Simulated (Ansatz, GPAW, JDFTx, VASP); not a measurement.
InP: 4 runs at one level of theory

```
CELL_PARAMETERS angstrom
0.00000 2.93050 2.93050
2.93050 0.00000 2.93050
2.93050 2.93050 0.00000
ATOMIC_POSITIONS crystal
In 0.00000 0.00000 0.00000
P 0.75000 0.75000 0.75000
```

Alike in all runs: task single point; functional PBEsol; k mesh 8 × 8 × 8; occupations gaussian, width 0.05 eV; no spin polarisation; no spin-orbit coupling. Pressure is positive in compression and, in plane waves, holds the error of the finite cutoff.

```csv
program and potentials,plane-wave cutoff (eV),notes,band gap (eV),pressure (GPa)
"JDFTx, PseudoDojo-SR-PBEsol-0.4.1-standard with smoothed tails",952,-,0.61,0.70
"VASP, PBE PAW files In_d, P, 520 eV",520,potentials made for PBE,0.61,0.58
"Ansatz, all-electron LAPW, scalar-relativistic",-,-,?,?
"GPAW, PAW data sets generated for this functional",600,-,0.61,0.36
```

Estimate from the other rows what the run with Ansatz, all-electron LAPW, scalar-relativistic gave.

Band gap 0.61 eV; pressure 0.60 GPa. The other rows, which needn't bracket it: band gap 0.61; pressure 0.36 to 0.70.
